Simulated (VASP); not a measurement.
# SnS2 (P-3m1) in VASP: band structure with PBEsol

Aim: the band structure of SnS2 with PBEsol.

Everything below comes from runs of VASP 6.6.1. Logs are shortened: lines on timing, memory, paths and dates and some standing lists are left out, and cuts for length are marked.

### 1 Starting point

Symmetry: P-3m1, No. 164, trigonal system. The conventional cell has a = 3.650 Å, b = 3.650 Å, c = 6.072 Å, α = 90.00°, β = 90.00°, γ = 120.00°. Sn (site symmetry -3m) has 6 S at 2.57 Å as nearest neighbours. S (site symmetry 3m) has 3 Sn at 2.57 Å as nearest neighbours.

The cell is a database's computed one.

### 2 Band structure, PBEsol

POSCAR reads:

```
SnS2                                    
1.0
    3.6500193308     -0.0000000000      0.0000000000
   -1.8250096654      3.1610094639     -0.0000000000
    0.0000000000     -0.0000000000      6.0724659006
  Sn              S             
     1     2
Direct
     1.0000000000000000    0.0000000000000000    0.0000000000000000
     0.3333333300000021    0.6666666699999979    0.2427718418448930
     0.6666666699999979    0.3333333300000021    0.7572281581551070
```

INCAR.step1 reads:

```
SYSTEM = SnS2
PREC = Accurate ; ENCUT = 520
EDIFF = 1E-7 ; ISMEAR = 0
SIGMA = 0.02 ; LREAL = .False.
LASPH = .True. ; NELM = 60
ALGO = Fast ; ISIF = 2
LWAVE = .False. ; LCHARG = .True.
GGA = PS
```

KPOINTS.step1 reads:

```
regular mesh
0
Gamma
  10 10 6
  0 0 0
```

INCAR.step2 reads:

```
SYSTEM = SnS2
PREC = Accurate ; ENCUT = 520
EDIFF = 1E-7 ; ISMEAR = 0
SIGMA = 0.05 ; LREAL = .False.
LASPH = .True. ; NELM = 60
ALGO = Fast ; ISIF = 2
LWAVE = .False. ; LCHARG = .False.
GGA = PS ; ICHARG = 11
```

KPOINTS.step2 reads:

```
path GMKGALHA,LM,KH
10
line-mode
reciprocal
 0.0000000000  0.0000000000  0.0000000000  G
 0.5000000000  0.0000000000  0.0000000000  M

 0.5000000000  0.0000000000  0.0000000000  M
 0.3333333333  0.3333333333  0.0000000000  K

 0.3333333333  0.3333333333  0.0000000000  K
 0.0000000000  0.0000000000  0.0000000000  G

 0.0000000000  0.0000000000  0.0000000000  G
 0.0000000000  0.0000000000  0.5000000000  A

 0.0000000000  0.0000000000  0.5000000000  A
 0.5000000000  0.0000000000  0.5000000000  L

 0.5000000000  0.0000000000  0.5000000000  L
 0.3333333333  0.3333333333  0.5000000000  H

 0.3333333333  0.3333333333  0.5000000000  H
 0.0000000000  0.0000000000  0.5000000000  A

 0.5000000000  0.0000000000  0.5000000000  L
 0.5000000000  0.0000000000  0.0000000000  M

 0.3333333333  0.3333333333  0.0000000000  K
 0.3333333333  0.3333333333  0.5000000000  H
```

Potentials or basis: VASP PAW PBE potentials, release 64 (Sn_d, S).

On the command line:

```console
$ cat potpaw_PBE.64/Sn_d/POTCAR potpaw_PBE.64/S/POTCAR > POTCAR
$ cp INCAR.step1 INCAR
$ cp KPOINTS.step1 KPOINTS
$ mpirun -np 1 vasp_std > vasp.out
$ cp INCAR.step2 INCAR
$ cp KPOINTS.step2 KPOINTS
$ mpirun -np 1 vasp_std > vasp.out
```

OUTCAR:

```text
SYSTEM = SnS2
   PREC = Accurate
   ENCUT = 520
   EDIFF = 1E-7
   ISMEAR = 0
   LREAL = .False.
   LASPH = .True.
   NELM = 60
   ISIF = 2
   GGA = PS
   ICHARG = 11

 ion  position               nearest neighbor table
   1  0.000  0.000  0.000-   2 2.57   3 2.57   2 2.57   3 2.57   3 2.57   2 2.57
   2  0.333  0.667  0.243-   1 2.57   1 2.57   1 2.57
   3  0.667  0.333  0.757-   1 2.57   1 2.57   1 2.57

  LATTYP: Found a hexagonal cell.
 ALAT       =     3.6500193308
 C/A-ratio  =     1.6636804768

  Lattice vectors:

 A1 = (   3.6500193308,   0.0000000000,   0.0000000000)
 A2 = (  -1.8250096654,   3.1610094639,   0.0000000000)
 A3 = (   0.0000000000,   0.0000000000,   6.0724659006)

Analysis of symmetry for initial positions (statically):
=====================================================================
 Subroutine PRICEL returns:
 Original cell was already a primitive cell.

 Routine SETGRP: Setting up the symmetry group for a
 hexagonal supercell.

 Subroutine GETGRP returns: Found 12 space group operations
 (whereof 12 operations were pure point group operations)
 out of a pool of 24 trial point group operations.

The static configuration has the point symmetry D_3d.

Analysis of symmetry for dynamics (positions and initial velocities):
=====================================================================
 Subroutine PRICEL returns:
 Original cell was already a primitive cell.

 Routine SETGRP: Setting up the symmetry group for a
 hexagonal supercell.

 Subroutine GETGRP returns: Found 12 space group operations
 (whereof 12 operations were pure point group operations)
 out of a pool of 24 trial point group operations.

The dynamic configuration has the point symmetry D_3d.

 Subroutine INISYM returns: Found 12 space group operations
 (whereof 12 operations are pure point group operations),
 and found     1 'primitive' translations

----------------------------------------------------------------------------------------

                                     Primitive cell

  volume of cell :      70.0626

  direct lattice vectors                    reciprocal lattice vectors
     3.650019331  0.000000000  0.000000000     0.273971152  0.158177318  0.000000000
    -1.825009665  3.161009464  0.000000000     0.000000000  0.316354637  0.000000000
     0.000000000  0.000000000  6.072465901     0.000000000  0.000000000  0.164677746

  length of vectors
     3.650019331  3.650019330  6.072465901     0.316354636  0.316354637  0.164677746

  position of ions in fractional coordinates (direct lattice)
     0.000000000  0.000000000  0.000000000
     0.333333330  0.666666670  0.242771842
     0.666666670  0.333333330  0.757228158

  ion indices of the primitive-cell ions
   primitive index   ion index
                 1           1
                 2           2
                 3           3

----------------------------------------------------------------------------------------

 KPOINTS: path GMKGALHA,LM,KH

Interpolating k-points between supplied coordinates.

 Line segments in fractional coordinates (reciprocal lattice):
    0.000000  0.000000  0.000000  ...  0.500000  0.000000  0.000000
    0.500000  0.000000  0.000000  ...  0.333333  0.333333  0.000000
    0.333333  0.333333  0.000000  ...  0.000000  0.000000  0.000000
    0.000000  0.000000  0.000000  ...  0.000000  0.000000  0.500000
    0.000000  0.000000  0.500000  ...  0.500000  0.000000  0.500000
    0.500000  0.000000  0.500000  ...  0.333333  0.333333  0.500000
    0.333333  0.333333  0.500000  ...  0.000000  0.000000  0.500000
    0.500000  0.000000  0.500000  ...  0.500000  0.000000  0.000000
    0.333333  0.333333  0.000000  ...  0.333333  0.333333  0.500000

 Generated    10 points on each line segment, for a total of     90 k-points:

 Following reciprocal coordinates:
            Coordinates               Weight
  0.000000  0.000000  0.000000      0.011111
  0.055556  0.000000  0.000000      0.011111
  0.111111  0.000000  0.000000      0.011111
  0.166667  0.000000  0.000000      0.011111
  0.222222  0.000000  0.000000      0.011111
  0.277778  0.000000  0.000000      0.011111
[... 16 lines left out ...]
  0.259259  0.259259  0.000000      0.011111
  0.222222  0.222222  0.000000      0.011111
 [... further k-points ...]
   k-points           NKPTS =     90   k-points in BZ     NKDIM =     90   number of bands    NBANDS=     17
   number of dos      NEDOS =    301   number of ions     NIONS =      3
   total plane-waves  NPLWV =  37632
   dimension x,y,z NGX =    28 NGY =   28 NGZ =   48
   dimension x,y,z NGXF=    56 NGYF=   56 NGZF=   96
   ions per type =               1   2
   NGX,Y,Z   is equivalent  to a cutoff of  12.75, 12.75, 13.14 a.u.
   NGXF,Y,Z  is equivalent  to a cutoff of  25.51, 25.51, 26.28 a.u.
 SYSTEM =  SnS2
   PREC   = accura    normal or accurate (medium, high low for compatibility)
   ISTART =      0    job   : 0-new  1-cont  2-samecut
   ICHARG =     11    charge: 1-file 2-atom 10-const
   ISPIN  =      1    spin polarized calculation?
   LNONCOLLINEAR =      F non collinear calculations
   LSORBIT =      F    spin-orbit coupling
   LASPH  =      T    aspherical Exc in radial PAW
   ENCUT  =  520.0 eV  38.22 Ry    6.18 a.u.   6.79  6.79 11.29*2*pi/ulx,y,z
   NELM   =     60;   NELMIN=  2; NELMDL=  0     # of ELM steps
   EDIFF  = 0.1E-06   stopping-criterion for ELM
   LREAL  =      F    real-space projection
   EDIFFG = 0.1E-05   stopping-criterion for IOM
   NSW    =      0    number of steps for IOM
   IBRION =     -1    ionic relax: 0-MD 1-quasi-New 2-CG
   NFREE  =      0    steps in history (QN), initial steepest desc. (CG)
   ISIF   =      2    stress and relaxation
   ISYM   =      2    0-nonsym 1-usesym 2-fastsym
   POTIM  = 0.5000    time-step for ionic-motion
   TEBEG  =    0.0;   TEEND  =   0.0 temperature during run
   PSTRESS=    0.0 pullay stress
   NELECT =      26.0000    total number of electrons
   NUPDOWN=      -1.0000    fix difference up-down
   EMIN   =  10.00;   EMAX   =-10.00  energy-range for DOS
   EFERMI =   0.00;   METHOD = LEGACY
   ISMEAR =     0;   SIGMA  =   0.05  broadening in eV -4-tet -1-fermi 0-gaus
   EFERMI_NEDOS =   21; number of points for ismear=-14 and -15
   IALGO  =     68    algorithm
   IMIX   =      4    mixing-type and parameters
     AMIX     =   0.40;   BMIX     =  1.00
     AMIX_MAG =   1.60;   BMIX_MAG =  1.00
  volume/ion in A,a.u.               =      23.35       157.60
  Fermi-wavevector in a.u.,A,eV,Ry     =   1.176442  2.223153 18.830685  1.384016
  Thomas-Fermi vector in A             =   2.312806
   LORBIT       =      0    0 simple, 1 ext, 2 COOP (PROOUT), +10 PAW based schemes
   GGA     = PS    functional components
   LHFCALC =     F    Hartree Fock is set to
   AEXX    =    0.0000 exact exchange contribution
   IVDW    =     0    specifies the selected vdW correction
   LEPSILON=     F    determine dielectric tensor
   LRPA    =     F    only Hartree local field effects (RPA)
 non-spin polarized calculation
 RMM-DIIS sequential band-by-band and
 Gauss-broadening in eV      SIGMA  =   0.05
  energy-cutoff  :      520.00
  volume of cell :       70.06
 maximum number of plane-waves:      1910
 NGX is ok and might be reduce to    28

 number of electron      26.0000010 magnetization

 Free energy of the ion-electron system (eV)
  ---------------------------------------------------
  ext. energy  EPLUGINS =         0.00000000
  ---------------------------------------------------
  free energy    TOTEN  =       -13.27619944 eV

  energy without entropy =      -13.27619944  energy(sigma->0) =      -13.27619944

 E-fermi :   4.4330     XC(G=0):  -9.6230

 val. band max:        4.1463981616   @ k =   0.1111   0.1111   0.0000
 cond. band min:       5.5976189103   @ k =   0.5000   0.0000   0.3333
 fundamental gap:      1.4512207488
 Fermi energy:         4.4329657933

 k-point     1 :       0.0000    0.0000    0.0000
  band No.  band energies     occupation
      1     -16.5779      2.00000
      2     -16.5779      2.00000
      3     -16.5262      2.00000
      4     -16.5001      2.00000
      5     -16.5001      2.00000
      6      -9.5012      2.00000
[... 9 lines left out ...]
     16       9.6055      0.00000
     17       9.6055      0.00000

 k-point     2 :       0.0556    0.0000    0.0000
  band No.  band energies     occupation
      1     -16.5800      2.00000
      2     -16.5761      2.00000
      3     -16.5248      2.00000
      4     -16.5013      2.00000
      5     -16.4999      2.00000
      6      -9.4662      2.00000
[... 9 lines left out ...]
     16       9.4866      0.00000
     17       9.6784      0.00000

 k-point     3 :       0.1111    0.0000    0.0000
  band No.  band energies     occupation
      1     -16.5862      2.00000
      2     -16.5710      2.00000
      3     -16.5206      2.00000
      4     -16.5046      2.00000
      5     -16.4990      2.00000
      6      -9.3619      2.00000
[... 9 lines left out ...]
     16       9.3426      0.00000
     17       9.8726      0.00000

 k-point     4 :       0.1667    0.0000    0.0000
  band No.  band energies     occupation
      1     -16.5964      2.00000
      2     -16.5640      2.00000
      3     -16.5164      2.00000
      4     -16.5068      2.00000
      5     -16.4969      2.00000
      6      -9.1907      2.00000
[... 9 lines left out ...]
     16       9.6773      0.00000
     17      10.1211      0.00000

 k-point     5 :       0.2222    0.0000    0.0000
  band No.  band energies     occupation
      1     -16.6096      2.00000
      2     -16.5569      2.00000
      3     -16.5193      2.00000
      4     -16.5005      2.00000
      5     -16.4927      2.00000
      6      -8.9571      2.00000
[... 9 lines left out ...]
     16      10.2442      0.00000
     17      10.3356      0.00000

 k-point     6 :       0.2778    0.0000    0.0000
  band No.  band energies     occupation
      1     -16.6242      2.00000
      2     -16.5514      2.00000
      3     -16.5249      2.00000
      4     -16.4909      2.00000
      5     -16.4861      2.00000
      6      -8.6697      2.00000
[... 9 lines left out ...]
     16      10.4579      0.00000
     17      10.6014      0.00000
[... 281 lines left out ...]
 k-point    21 :       0.3333    0.3333    0.0000
  band No.  band energies     occupation
      1     -16.6033      2.00000
      2     -16.6033      2.00000
      3     -16.4975      2.00000
      4     -16.4975      2.00000
      5     -16.4732      2.00000
      6      -7.0117      2.00000
[... 9 lines left out ...]
     16      11.0392      0.00000
     17      11.9343      0.00000

 k-point    22 :       0.2963    0.2963    0.0000
  band No.  band energies     occupation
      1     -16.6176      2.00000
      2     -16.5880      2.00000
      3     -16.5069      2.00000
      4     -16.4917      2.00000
      5     -16.4706      2.00000
      6      -7.2478      2.00000
[... 9 lines left out ...]
     16      11.0205      0.00000
     17      11.7700      0.00000

 k-point    23 :       0.2593    0.2593    0.0000
  band No.  band energies     occupation
      1     -16.6260      2.00000
      2     -16.5756      2.00000
      3     -16.5138      2.00000
      4     -16.4935      2.00000
      5     -16.4661      2.00000
      6      -7.5963      2.00000
[... 9 lines left out ...]
     16      10.8506      0.00000
     17      11.6009      0.00000

 k-point    24 :       0.2222    0.2222    0.0000
  band No.  band energies     occupation
      1     -16.6273      2.00000
      2     -16.5665      2.00000
      3     -16.5177      2.00000
      4     -16.4977      2.00000
      5     -16.4664      2.00000
      6      -8.0033      2.00000
[... 9 lines left out ...]
     16      10.5412      0.00000
     17      11.5450      0.00000

 [... further k-points ...]

------------------------ aborting loop because EDIFF is reached ----------------------------------------

  FORCE on cell =-STRESS in cart. coord.  units (eV):
  Direction    XX          YY          ZZ          XY          YZ          ZX
  --------------------------------------------------------------------------------------
  -------------------------------------------------------------------------------------
  Total        1.1093936      1.1093936     -0.6998309      0.0000000      0.0000000      0.0000000
  in kB       25.3694003     25.3694003    -16.0035995      0.0000000      0.0000000      0.0000000
  external PRESSURE =      11.5784004 kB  Pullay stress =       0.0000000 kB

 VOLUME and BASIS-vectors are now :
 -----------------------------------------------------------------------------
  energy-cutoff  :      520.00
  volume of cell :       70.06
      direct lattice vectors                 reciprocal lattice vectors
     3.650019331  0.000000000  0.000000000     0.273971152  0.158177318  0.000000000
    -1.825009665  3.161009464  0.000000000     0.000000000  0.316354637  0.000000000
     0.000000000  0.000000000  6.072465901     0.000000000  0.000000000  0.164677746

 POSITION                                       TOTAL-FORCE (eV/Angst)
 -----------------------------------------------------------------------------------
      0.00000      0.00000      0.00000        -0.000000      0.000000      0.000000
     -0.00000      2.10734      1.47422         0.000000     -0.000000      0.090201
      1.82501      1.05367      4.59824        -0.000000      0.000000     -0.090201
 -----------------------------------------------------------------------------------
    total drift:                                0.000000      0.000000     -0.000000

  FREE ENERGIE OF THE ION-ELECTRON SYSTEM (eV)
  ---------------------------------------------------
  free  energy   TOTEN  =       -13.2761994359 eV

  energy  without entropy=      -13.2761994359  energy(sigma->0) =      -13.27619944
```

Run time: 2.1 min. Hardware: 1 thread of Intel Xeon Platinum 8375C at 2.90GHz (Ice Lake), shared host; peak memory 0.24 GiB.

What came out:

* Band gap on the k mesh: 1.45 eV, indirect (least direct gap 1.83 eV)
* Band gap along the path: 1.45 eV, indirect (least direct gap 1.81 eV)

Levels at the corners of the path, in eV from the valence-band top:
```tsv
point	band 9	band 10	band 11	band 12	band 13	band 14	band 15	band 16	band 17
Γ	-0.51	-0.51	-0.19	-0.19	-0.05	1.99	3.67	5.46	5.46
M	-4.33	-2.53	-2.39	-0.83	-0.20	1.70	4.50	6.02	6.27
M	-4.33	-2.53	-2.39	-0.83	-0.20	1.70	4.50	6.02	6.28
K	-3.52	-3.52	-3.15	-1.17	-1.17	2.19	6.89	6.90	7.78
K	-3.52	-3.52	-3.15	-1.17	-1.17	2.19	6.89	6.89	7.79
Γ	-0.51	-0.51	-0.19	-0.19	-0.05	1.99	3.67	5.46	5.46
Γ	-0.51	-0.51	-0.19	-0.19	-0.05	1.99	3.67	5.46	5.46
A	-1.72	-0.57	-0.57	-0.10	-0.10	3.07	3.72	5.27	5.27
A	-1.72	-0.57	-0.57	-0.10	-0.10	3.07	3.72	5.27	5.27
L	-4.67	-2.28	-1.79	-0.59	-0.45	1.49	4.71	5.60	6.57
L	-4.67	-2.28	-1.79	-0.59	-0.45	1.49	4.71	5.60	6.33
H	-3.91	-3.91	-3.43	-0.34	-0.34	3.03	5.44	5.44	7.19
H	-3.91	-3.91	-3.43	-0.34	-0.34	3.03	5.44	5.44	7.19
A	-1.72	-0.57	-0.57	-0.10	-0.10	3.07	3.72	5.27	5.27
L	-4.67	-2.28	-1.79	-0.59	-0.45	1.49	4.71	5.60	6.33
M	-4.33	-2.53	-2.39	-0.83	-0.20	1.70	4.50	6.02	6.27
K	-3.52	-3.52	-3.15	-1.17	-1.17	2.19	6.89	6.89	7.90
H	-3.91	-3.91	-3.43	-0.34	-0.34	3.03	5.44	5.44	7.19
```

Caveat: the log is that of the step along the path at fixed density, whose energy, stress, charges and moments have no meaning; the PAW data sets were made with another functional, which shifts forces and pressure a little; spin-orbit coupling is left out, which moves the levels of the heavy elements; this functional lacks dispersion, which binds the layers, so the pressure and a relaxed spacing across them are unreliable.
